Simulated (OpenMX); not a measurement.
**Ti in OpenMX: the effect of biaxial strain**

Crystal: Ti.

```
Ti
1.0
     4.38468    0.00000    0.00000
    -2.19234    3.79724    0.00000
     0.00000    0.00000    2.82624
Ti
3
Direct
  0.66667 0.33333 0.50000
  0.33333 0.66667 0.50000
  0.00000 0.00000 0.00000
```

This isn't the form of Ti at room conditions, which is hcp.

Alike in all runs:

| Quantity | Value |
| --- | --- |
| Program | OpenMX 3.8.5 |
| Task | single point |
| Functional | PBE |
| Potentials or basis | OpenMX 2013 PBE set, Ti7.0-s3p2d2, grid cutoff 400 Ry |
| k mesh | 5 × 5 × 7 |
| Occupations | fermi-dirac, width 0.05 eV |
| Spin | no spin polarisation |

| biaxial strain | pressure (GPa) |
| --- | --- |
| -4 % | 11.8 |
| -2 % | 5.6 |
| 0 % | 0.4 |
| 2 % | -4.0 |
| 4 % | ? |

**Question.** What does the run with biaxial strain 4 % give?

**Answer.** Pressure -7.7 GPa.

Worked out: A parabola through the other rows of the pressure, of slope -1.51 GPa per % there, extrapolates to -7.5 GPa, against the run's -7.7.

Caveats: the basis of atomic orbitals isn't converged, which shifts pressures, moduli and gaps.
